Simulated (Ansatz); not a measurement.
Space group P6_3/mmc (No. 194). a = 2.531 Å, b = 2.531 Å, c = 4.130 Å, α = 90.00°, β = 90.00°, γ = 120.00°
| atom | site | symmetry | x | y | z |
| --- | --- | --- | --- | --- | --- |
| Cu | 2c | -6m2 | 0.3333 | 0.6667 | 0.2500 |

Equation of state of this Cu structure (not necessarily the ground state), with shape and atoms relaxed at each volume where symmetry leaves them free. It has no gap at any of these volumes. These are results of Ansatz 0.2.0, DFT r2SCAN, scalar-relativistic, plane waves, PAW, not measurements.

Settings: cutoff 500 eV, Γ-centred mesh 18×18×10 on the computed 2-atom cell, Gaussian smearing of 0.10 eV; no spin polarisation.

```csv
V (Å³/atom),E − E(largest V) (meV/atom),P (GPa)
10.077,60.21,28.50
10.421,9.27,19.34
10.764,-23.75,11.71
11.108,-41.82,5.35
11.451,-47.42,0.04
11.795,-42.59,-4.39
12.138,-29.06,-8.07
12.596,0.00,-12.03
```

**Question.** Fit a third-order Birch–Murnaghan equation to E(V).

**Answer.** V0 = 11.45 Å³/atom, B0 = 161 GPa, B0' = 5.0.

This form isn't the element's structure at ambient conditions.